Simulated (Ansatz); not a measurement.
CoSi2, 3 atoms in the cell. The structure is cubic, space group Fm-3m (No. 225). Conventional cell: a = 5.356 Å, b = 5.356 Å, c = 5.356 Å, α = 90.00°, β = 90.00°, γ = 90.00°. Around Co (site symmetry m-3m) lie 8 Si at 2.32 Å. Si (site symmetry -43m) is surrounded by 4 Co at 2.32 Å. 

```yaml
Program: Ansatz 0.2.0
Task: band structure
Functional: PBE
Potentials_or_basis: Ansatz PAW
Cutoff: "420 eV (not typed: the program's choice for these potentials)"
k_mesh: 9 × 9 × 9
Occupations: fermi-dirac, width 0.05 eV
Spin: collinear spin, ferromagnetic start
Starting_moments: "[2.0, 0.0, 0.0] μB"
Path: "[[\"G\", \"X\", \"W\", \"K\", \"G\", \"L\", \"U\", \"W\", \"L\", \"K\"], [\"U\", \"X\"]]"
Points_for_each_segment_of_the_path: 14
```

Potentials or basis: Ansatz PAW.

The run is started by

```console
$ ansatz run input.yaml --threads 2 --pin off --max-ram 5632MiB --backend cpu --events-out ev --progress --plain --runs-dir out
```

Hardware: 2 threads of Intel(R) Xeon(R) Platinum 8488C (Sapphire Rapids), on a shared host.

Estimate the wall time of this run.

It took 3.5 s on 2 threads of Intel(R) Xeon(R) Platinum 8488C (Sapphire Rapids) (shared host), peak memory 0.41 GiB. Counts: scf iterations 12, plane waves 749, k points 35, bands 20.
